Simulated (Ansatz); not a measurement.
## Relaxing Ti in the diamond type

First guess:

```
CELL_PARAMETERS angstrom
0.00000 3.21951 3.21951
3.21951 0.00000 3.21951
3.21951 3.21951 0.00000
ATOMIC_POSITIONS crystal
Ti 0.00000 0.00000 0.00000
Ti 0.25000 0.25000 0.25000
```

Theory: DFT, PBE, PAW with Ansatz's default frozen-core files, scalar-relativistic (Ansatz 0.2.0).

Cell and atoms relax within the symmetry of the start on a 11×11×11 k mesh with 0.05 eV Fermi–Dirac smearing.

The start is built from a prototype, known or not as a phase of this compound; the cutoff is 420 eV.

Problem. What is the pressure of the first guess?

Solution. -5.93 GPa.

Problem. What does it relax to?

Solution. a = 5.679 Å, b = 5.679 Å, c = 5.679 Å, α = 90.00°, β = 90.00°, γ = 90.00° (conventional cell), 22.90 Å³ per atom:
```xyz
2
Lattice="0.0000 2.8395 2.8395 2.8395 0.0000 2.8395 2.8395 2.8395 0.0000" Properties=species:S:1:pos:R:3 pbc="T T T"
Ti    0.0000    0.0000    0.0000
Ti    1.4198    1.4198    1.4198
```

Problem. How much energy does the relaxation release?

Solution. 262 meV/atom.
